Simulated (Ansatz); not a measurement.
# ZnCu2SnS4 in Ansatz: the effect of functional

Crystal: ZnCu2SnS4.

```
Sn Zn Cu S
1.0
    -2.71710    2.71710    5.42480
     2.71710   -2.71710    5.42480
     2.71710    2.71710   -5.42480
Sn Zn Cu S
1 1 2 4
Direct
  0.50000 0.50000 0.00000
  0.25000 0.75000 0.50000
  0.75000 0.25000 0.50000
  0.00000 0.00000 0.00000
  0.62799 0.62839 0.51280
  0.88481 0.37201 0.00040
  0.11559 0.11519 0.48720
  0.37161 0.88441 0.99960
```

Alike in all runs:

| Property | Result |
| --- | --- |
| Program | Ansatz 0.2.0 |
| Task | band structure |
| Potentials or basis | Ansatz PAW |
| k mesh | 7 × 7 × 7 |
| Occupations | fermi-dirac, width 0.05 eV |
| Spin | no spin polarisation |

**Question.** One run gave: gap on the mesh 0.18 eV; pressure -4.1 GPa; largest force 0.68 eV/Å. Which functional did it use?
A. revPBE
B. RPBE
C. LDA
D. PBEsol
E. r2SCAN

**Answer.** C.

```csv
functional,cutoff,gap on the mesh (eV),pressure (GPa),largest force (eV/Å)
LDA,420 eV (not typed: the program's choice for these potentials),0.18,-4.1,0.68
PBEsol,420 eV (not typed: the program's choice for these potentials),0.23,-1.7,0.66
RPBE,420 eV (not typed: the program's choice for these potentials),0.37,4.5,0.57
revPBE,420 eV (not typed: the program's choice for these potentials),0.35,3.9,0.58
BLYP,420 eV (not typed: the program's choice for these potentials),0.28,6.5,0.63
r2SCAN,500 eV (not typed: the program's choice for these potentials),0.60,-0.2,0.45
```

Caveats: spin-orbit coupling is left out, which moves the levels of the heavy elements; the PAW data sets come from PBE, with cores solved anew for the run's functional, which leaves a small shift of forces and pressure.

Runs at the PBE level aren't shown here.
